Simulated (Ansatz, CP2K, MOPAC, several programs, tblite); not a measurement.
Energy against volume for LiH built on the h-MgO prototype, at fixed shape and fractional coordinates, computed by several methods (PBE and r2SCAN, where shown, with plane waves in Ansatz); the cell shown is that of r2SCAN. With free coordinates or axes held, a curve is too stiff, and on another method's shape its minimum isn't the method's own volume. Space group P6_3/mmc (No. 194), hexagonal; a = 3.255 Å, c = 4.069 Å in the conventional setting, 9.33 Å³ an atom. Li is surrounded by 5 H at 1.88–2.03 Å; H is surrounded by 5 Li at 1.88–2.03 Å. Values at 0 K without nuclear motion; spin polarisation is off, and the phase may be a hypothetical one. Energies count from each curve's lowest point; fits are third-order Birch-Murnaghan.

```
CELL_PARAMETERS angstrom
3.25482 0.00000 0.00000
-1.62741 2.81876 0.00000
0.00000 0.00000 4.06907
ATOMIC_POSITIONS crystal
Li 0.33333 0.66667 0.25000
Li 0.66667 0.33333 0.75000
H 0.66667 0.33333 0.25000
H 0.33333 0.66667 0.75000
```

Q: PBE, on the shape of its own relaxed cell, gives

| V (Å³/atom) | E (meV/atom) |
| --- | --- |
| 8.771 | 3.52 |
| 9.051 | 0.86 |
| 9.331 | 0.00 |
| 9.611 | 0.70 |
| 9.891 | 2.79 |

What equilibrium volume and bulk modulus follow?

A: V₀ = 9.34 Å³ an atom and B₀ = 30 GPa.

PM7 (MOPAC), on the shape of the cell shown, as a cluster of 72 atoms at the zone centre:
```csv
V (Å³/atom),E (meV/atom)
8.213,56.96
8.773,30.52
9.333,13.45
9.893,1.46
10.453,0.00
```
The lowest point is an end point, so the minimum isn't bracketed.

PBE/DZVP (CP2K), on the shape of the cell shown:
```csv
V (Å³/atom),E (meV/atom)
8.213,6.28
8.773,0.00
9.333,2.01
9.893,10.37
10.453,23.60
```
V₀ = 8.90 Å³ an atom and B₀ = 35 GPa.

GFN1-xTB (tblite), on the shape of the cell shown, as a cluster of 72 atoms at the zone centre:
```csv
V (Å³/atom),E (meV/atom)
8.213,105.67
8.773,63.08
9.333,33.36
9.893,13.17
10.453,0.00
```
The lowest point is an end point, so the minimum isn't bracketed.

Q: r2SCAN, on the shape of its own relaxed cell, gives
```tsv
V (Å³/atom)	E (meV/atom)
8.773	3.45
9.053	0.83
9.333	0.00
9.613	0.74
9.893	2.87
```
What equilibrium volume and bulk modulus follow?

A: V₀ = 9.34 Å³ an atom and B₀ = 30 GPa.
